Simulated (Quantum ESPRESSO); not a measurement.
Crystal: Rh.

```
Rh
1.0
     2.73098    0.00000    0.00000
    -1.36549    2.36510    0.00000
     0.00000    0.00000    4.42849
Rh
2
Direct
  0.33333 0.66667 0.25000
  0.66667 0.33333 0.75000
```

This isn't the form of Rh at room conditions, which is fcc.

- Program: Quantum ESPRESSO 7.5
- Task: single point
- Functional: PBE
- Potentials or basis: SSSP 1.3 efficiency PBE
- Cutoff: 816 eV
- Density cutoff: 3265 eV
- k mesh: 11 × 11 × 6
- Occupations: fermi-dirac, width 0.05 eV
- Spin: no spin polarisation

On this cell: pressure -4.0 GPa; largest force under 0.003 eV/Å; band gap on the k mesh none (metal or under the smearing width).

The same run follows on a disturbed copy (atoms moved at random, drawn with an rms of 0.05 Å):

```
Rh
1.0
     2.73098    0.00000    0.00000
    -1.36549    2.36510    0.00000
     0.00000    0.00000    4.42849
Rh
2
Cartesian
  0.0101 1.5287 1.0722
  1.3385 0.8279 3.3681
```

Task: What changes?

Result: The energy (extrapolated to zero smearing) moves by +25.1 meV/atom; pressure -2.8 GPa; largest force 0.876 eV/Å; band gap on the k mesh none (metal or under the smearing width).

Forces on the atoms (eV/Å):
```
Rh  -0.157  0.326  0.798
Rh   0.157 -0.326 -0.798
```

Stress tensor (GPa, compression positive):
```
-1.88 -0.44 -0.45
-0.44 -3.71  0.83
-0.45  0.83 -2.72
```
